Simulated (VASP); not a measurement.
# Ba (Pm-3m) in VASP: notebook

One crystal, Ba, is run at these levels: PBE; tasks: single point.

All numbers are computed with VASP 6.6.1; they aren't measurements. Logs are shortened: lines on timing, memory, paths and dates and some standing lists are left out, and cuts for length are marked.

### Step 1. The crystal as given

The structure is cubic, space group Pm-3m (No. 221). Conventional cell: a = 3.918 Å, b = 3.918 Å, c = 3.918 Å, α = 90.00°, β = 90.00°, γ = 90.00°. Around Ba (site symmetry m-3m) lie 6 Ba at 3.92 Å.

This isn't the form of Ba at room conditions, which is bcc.

### Step 2. Single point, PBE

File INCAR:

```
PREC = Accurate
ENCUT = 450
EDIFF = 1E-4
ISMEAR = 1
SIGMA = 0.2
LREAL = F
LASPH = T
NELM = 100
ALGO = Normal
ISIF = 2
LWAVE = F
LCHARG = F
GGA = PE
ADDGRID = F
```

File KPOINTS:

```
regular mesh
0
Gamma
  11 11 11
```

File POSCAR:

```
Ba
1.0
    3.9177175405      0.0000000000      0.0000000000
    0.0000000000      3.9177175405      0.0000000000
    0.0000000000      0.0000000000      3.9177175405
Ba
1
Direct
    0.0000000000      0.0000000000      0.0000000000
```

Potentials or basis: VASP PAW PBE potentials, release 64 (Ba_sv).

Started as:

```console
$ cat potpaw_PBE.64/Ba_sv/POTCAR > POTCAR
$ mpirun -np 1 vasp_std > vasp.out
```

OUTCAR:

```text
PREC = Accurate
   ENCUT = 450
   EDIFF = 1E-4
   ISMEAR = 1
   LREAL = F
   LASPH = T
   NELM = 100
   ISIF = 2
   GGA = PE

 Found     56 irreducible k-points:

 Following reciprocal coordinates:
            Coordinates               Weight
  0.000000  0.000000  0.000000      1.000000
  0.090909  0.000000  0.000000      6.000000
  0.181818  0.000000  0.000000      6.000000
  0.272727  0.000000  0.000000      6.000000
  0.363636  0.000000  0.000000      6.000000
  0.454545  0.000000  0.000000      6.000000
   k-points           NKPTS =     56   k-points in BZ     NKDIM =     56   number of bands    NBANDS=      9
   number of dos      NEDOS =    301   number of ions     NIONS =      1
   total plane-waves  NPLWV =  21952
   dimension x,y,z NGX =    28 NGY =   28 NGZ =   28
   dimension x,y,z NGXF=    56 NGYF=   56 NGZF=   56
   ions per type =               1
   NGX,Y,Z   is equivalent  to a cutoff of  11.88, 11.88, 11.88 a.u.
   NGXF,Y,Z  is equivalent  to a cutoff of  23.76, 23.76, 23.76 a.u.
 SYSTEM =  unknown system
   PREC   = accura    normal or accurate (medium, high low for compatibility)
   ISTART =      0    job   : 0-new  1-cont  2-samecut
   ICHARG =      2    charge: 1-file 2-atom 10-const
   ISPIN  =      1    spin polarized calculation?
   LNONCOLLINEAR =      F non collinear calculations
   LSORBIT =      F    spin-orbit coupling
   LASPH  =      T    aspherical Exc in radial PAW
   ENCUT  =  450.0 eV  33.07 Ry    5.75 a.u.   6.78  6.78  6.78*2*pi/ulx,y,z
   NELM   =    100;   NELMIN=  2; NELMDL= -5     # of ELM steps
   EDIFF  = 0.1E-03   stopping-criterion for ELM
   LREAL  =      F    real-space projection
   EDIFFG = 0.1E-02   stopping-criterion for IOM
   NSW    =      0    number of steps for IOM
   IBRION =     -1    ionic relax: 0-MD 1-quasi-New 2-CG
   NFREE  =      0    steps in history (QN), initial steepest desc. (CG)
   ISIF   =      2    stress and relaxation
   ISYM   =      2    0-nonsym 1-usesym 2-fastsym
   POTIM  = 0.5000    time-step for ionic-motion
   TEBEG  =    0.0;   TEEND  =   0.0 temperature during run
   PSTRESS=    0.0 pullay stress
   NELECT =      10.0000    total number of electrons
   NUPDOWN=      -1.0000    fix difference up-down
   EMIN   =  10.00;   EMAX   =-10.00  energy-range for DOS
   EFERMI =   0.00;   METHOD = LEGACY
   ISMEAR =     1;   SIGMA  =   0.20  broadening in eV -4-tet -1-fermi 0-gaus
   EFERMI_NEDOS =   21; number of points for ismear=-14 and -15
   IALGO  =     38    algorithm
   IMIX   =      4    mixing-type and parameters
     AMIX     =   0.40;   BMIX     =  1.00
     AMIX_MAG =   1.60;   BMIX_MAG =  1.00
  volume/ion in A,a.u.               =      60.13       405.78
  Fermi-wavevector in a.u.,A,eV,Ry     =   0.900275  1.701272 11.027448  0.810495
  Thomas-Fermi vector in A             =   2.023212
   LORBIT       =      0    0 simple, 1 ext, 2 COOP (PROOUT), +10 PAW based schemes
   GGA     = PE    functional components
   LHFCALC =     F    Hartree Fock is set to
   AEXX    =    0.0000 exact exchange contribution
   IVDW    =     0    specifies the selected vdW correction
   LEPSILON=     F    determine dielectric tensor
   LRPA    =     F    only Hartree local field effects (RPA)
 non-spin polarized calculation
 Methfessel and Paxton  Order N= 1 SIGMA  =   0.20
  energy-cutoff  :      450.00
  volume of cell :       60.13
 maximum number of plane-waves:      1334
 NGX is ok and might be reduce to    28
   NGX = 13   NGY = 13   NGZ = 13

 number of electron      10.0000000 magnetization

 number of electron       9.9999999 magnetization

 Free energy of the ion-electron system (eV)
  ---------------------------------------------------
  ext. energy  EPLUGINS =         0.00000000
  ---------------------------------------------------
  free energy    TOTEN  =        -1.59574919 eV

  energy without entropy =       -1.60423805  energy(sigma->0) =       -1.59857881

 E-fermi :   1.7125     XC(G=0):  -7.5442

 val. band max:        1.6626920710   @ k =   0.4545   0.1818   0.1818
 cond. band min:       1.7317403409   @ k =   0.4545   0.4545   0.4545
 fundamental gap:      0.0690482699
 Fermi energy:         1.7125337751

 k-point     1 :       0.0000    0.0000    0.0000
  band No.  band energies     occupation
      1     -27.4113      2.00000
      2     -12.2231      2.00000
      3     -12.2231      2.00000
      4     -12.2231      2.00000
      5      -0.8523      2.00000
      6       1.7593      0.61584
      7       1.7593      0.61584
      8       6.7017      0.00000
      9       6.7017      0.00000

 k-point     2 :       0.0909    0.0000    0.0000
  band No.  band energies     occupation
      1     -27.4062      2.00000
      2     -12.2893      2.00000
      3     -12.2176      2.00000
      4     -12.2176      2.00000
      5      -0.7247      2.00000
      6       1.7989      0.33905
      7       1.8932     -0.02386
      8       6.3701      0.00000
      9       6.3707      0.00000

 k-point     3 :       0.1818    0.0000    0.0000
  band No.  band energies     occupation
      1     -27.3925      2.00000
      2     -12.4608      2.00000
      3     -12.2025      2.00000
      4     -12.2025      2.00000
      5      -0.3829      2.00000
      6       1.9100     -0.04755
      7       2.2531     -0.00089
      8       5.7231      0.00000
      9       5.7232      0.00000

 k-point     4 :       0.2727    0.0000    0.0000
  band No.  band energies     occupation
      1     -27.3745      2.00000
      2     -12.6742      2.00000
      3     -12.1825      2.00000
      4     -12.1825      2.00000
      5       0.0855      2.00000
      6       2.0679     -0.03069
      7       2.6564     -0.00000
      8       5.1094     -0.00000
      9       5.1094     -0.00000

 k-point     5 :       0.3636    0.0000    0.0000
  band No.  band energies     occupation
      1     -27.3578      2.00000
      2     -12.8603      2.00000
      3     -12.1641      2.00000
      4     -12.1641      2.00000
      5       0.5899      2.00000
      6       2.2282     -0.00162
      7       2.7812     -0.00000
      8       4.6592     -0.00000
      9       4.6592     -0.00000

 k-point     6 :       0.4545    0.0000    0.0000
  band No.  band energies     occupation
      1     -27.3478      2.00000
      2     -12.9669      2.00000
      3     -12.1530      2.00000
      4     -12.1530      2.00000
      5       0.9884      2.00000
      6       2.3321     -0.00011
      7       2.6220     -0.00000
      8       4.4239     -0.00000
      9       4.4239     -0.00000

 [... further k-points ...]
[... 5 lines left out ...]
  --------------------------------------------------------------------------------------
  -------------------------------------------------------------------------------------
  Total        0.1192221      0.1192221      0.1192221      0.0000000      0.0000000     -0.0000000
  in kB        3.1766388      3.1766388      3.1766388      0.0000000      0.0000000     -0.0000000
  external PRESSURE =       3.1766388 kB  Pullay stress =       0.0000000 kB

 VOLUME and BASIS-vectors are now :
 -----------------------------------------------------------------------------
  energy-cutoff  :      450.00
  volume of cell :       60.13
      direct lattice vectors                 reciprocal lattice vectors
     3.917717540  0.000000000  0.000000000     0.255250663  0.000000000  0.000000000
     0.000000000  3.917717540  0.000000000     0.000000000  0.255250663  0.000000000
     0.000000000  0.000000000  3.917717540     0.000000000  0.000000000  0.255250663

 POSITION                                       TOTAL-FORCE (eV/Angst)
 -----------------------------------------------------------------------------------
      0.00000      0.00000      0.00000         0.000000      0.000000      0.000000
 -----------------------------------------------------------------------------------
    total drift:                               -0.000000      0.000000     -0.000000

  FREE ENERGIE OF THE ION-ELECTRON SYSTEM (eV)
  ---------------------------------------------------
  free  energy   TOTEN  =        -1.5957491916 eV

  energy  without entropy=       -1.6042380503  energy(sigma->0) =       -1.59857881
```

Run time: 14 s. Hardware: 1 thread of Intel Xeon Platinum 8259CL at 2.50GHz (Skylake/Cascade Lake), shared host; peak memory 0.17 GiB.

The run converged, but some of its settings lie outside the range that counts as converged, so its numbers aren't taken as properties of the crystal.

What came out:

```yaml
Free_energy: -1.5957 eV
Pressure: 0.3 GPa
Band_gap_on_the_k_mesh: 0.07 eV, indirect (least direct gap 0.09 eV)
```

Caveat: spin-orbit coupling is left out, which moves the levels of the heavy elements; an odd mesh through Γ misses points on the zone boundary, where band edges often lie.

### Step 3. Single point, PBE

INCAR is that of step 2.

KPOINTS is that of step 2.

File POSCAR:

```
Ba
1.0
    3.9784390000     -0.0454340000      0.0410850000
   -0.0454340000      3.9110040000      0.0402290000
    0.0410850000      0.0402290000      3.8659060000
Ba
1
Direct
   -0.0007550000      0.0095990000     -0.0077320000
```

Potentials or basis: VASP PAW PBE potentials, release 64 (Ba_sv).

Started as:

```console
$ cat potpaw_PBE.64/Ba_sv/POTCAR > POTCAR
$ mpirun -np 1 vasp_std > vasp.out
```

Run time: 2.3 min. Hardware: 1 thread of Intel Xeon Platinum 8259CL at 2.50GHz (Skylake/Cascade Lake), shared host; peak memory 0.41 GiB.

The run converged, but some of its settings lie outside the range that counts as converged, so its numbers aren't taken as properties of the crystal.

Results:

- Free energy: -1.5945 eV
- Pressure: 0.3 GPa
- Band gap on the k mesh: none (metal or under the smearing width)

### Step 4. Single point, PBE

INCAR, as its differences from that of step 3:

```diff
@@ -2,3 +2,3 @@
 ENCUT = 450
-EDIFF = 1E-4
+EDIFF = 1E-5
 ISMEAR = 1
```

KPOINTS is that of step 3.

File POSCAR:

```
Ba
1.0
    3.9177175405      0.0000000000      0.0000000000
    0.0000000000      3.9177175405      0.0000000000
    0.0000000000      0.0000000000      3.9177175405
Ba
1
Direct
    0.0000000000      0.0000000000      0.0000000000
```

Started as:

```console
$ cat potpaw_PBE.64/Ba_sv/POTCAR > POTCAR
$ mpirun -np 1 vasp_std > vasp.out
```

It took 17 s on 1 thread of Intel Xeon Platinum 8259CL at 2.50GHz (Skylake/Cascade Lake), shared host; peak memory 0.17 GiB.

The run converged, but some of its settings lie outside the range that counts as converged, so its numbers aren't taken as properties of the crystal.

Results:

| Property | Result |
| --- | --- |
| Free energy | -1.5957 eV |
| Pressure | 0.3 GPa |
| Band gap on the k mesh | 0.07 eV, indirect (least direct gap 0.09 eV) |

Caveat: spin-orbit coupling is left out, which moves the levels of the heavy elements; an odd mesh through Γ misses points on the zone boundary, where band edges often lie.

### Step 5. Single point, PBE

INCAR is that of step 4.

KPOINTS is that of step 4.

File POSCAR:

```
Ba
1.0
    3.9784390000     -0.0454340000      0.0410850000
   -0.0454340000      3.9110040000      0.0402290000
    0.0410850000      0.0402290000      3.8659060000
Ba
1
Direct
   -0.0007550000      0.0095990000     -0.0077320000
```

Started as:

```console
$ cat potpaw_PBE.64/Ba_sv/POTCAR > POTCAR
$ mpirun -np 1 vasp_std > vasp.out
```

It took 2.4 min on 1 thread of Intel Xeon Platinum 8259CL at 2.50GHz (Skylake/Cascade Lake), shared host; peak memory 0.41 GiB.

These settings aren't checked as converged: the numbers below hold their error.

What came out:

- Free energy: -1.5945 eV
- Pressure: 0.3 GPa
- Band gap on the k mesh: none (metal or under the smearing width)

### Step 6. Single point, PBE

INCAR, as its differences from that of step 5:

```diff
@@ -2,3 +2,3 @@
 ENCUT = 450
-EDIFF = 1E-5
+EDIFF = 1E-6
 ISMEAR = 1
@@ -13,2 +13,2 @@
 GGA = PE
-ADDGRID = F
+ADDGRID = T
```

KPOINTS is that of step 5.

File POSCAR:

```
Ba
1.0
    3.9177175405      0.0000000000      0.0000000000
    0.0000000000      3.9177175405      0.0000000000
    0.0000000000      0.0000000000      3.9177175405
Ba
1
Direct
    0.0000000000      0.0000000000      0.0000000000
```

Potentials or basis: VASP PAW PBE potentials, release 64 (Ba_sv).

Started as:

```console
$ cat potpaw_PBE.64/Ba_sv/POTCAR > POTCAR
$ mpirun -np 1 vasp_std > vasp.out
```

Run time: 20 s. Hardware: 1 thread of Intel Xeon Platinum 8259CL at 2.50GHz (Skylake/Cascade Lake), shared host; peak memory 0.24 GiB.

The run converged, but some of its settings lie outside the range that counts as converged, so its numbers aren't taken as properties of the crystal.

Results:

```yaml
Free_energy: -1.5957 eV
Pressure: 0.3 GPa
Band_gap_on_the_k_mesh: 0.07 eV, indirect (least direct gap 0.09 eV)
```

Caveat: spin-orbit coupling is left out, which moves the levels of the heavy elements; an odd mesh through Γ misses points on the zone boundary, where band edges often lie.

### Step 7. The reference run

An earlier run on the cell as given: functional PBE; potentials or basis VASP PAW PBE potentials, release 64 (Ba_sv); cutoff 520 eV; k mesh 7 × 7 × 7; occupations fermi-dirac, width 0.05 eV; no spin polarisation.

- Pressure: 0.4 GPa
- Band gap on the k mesh: 0.15 eV, indirect (least direct gap 0.22 eV)
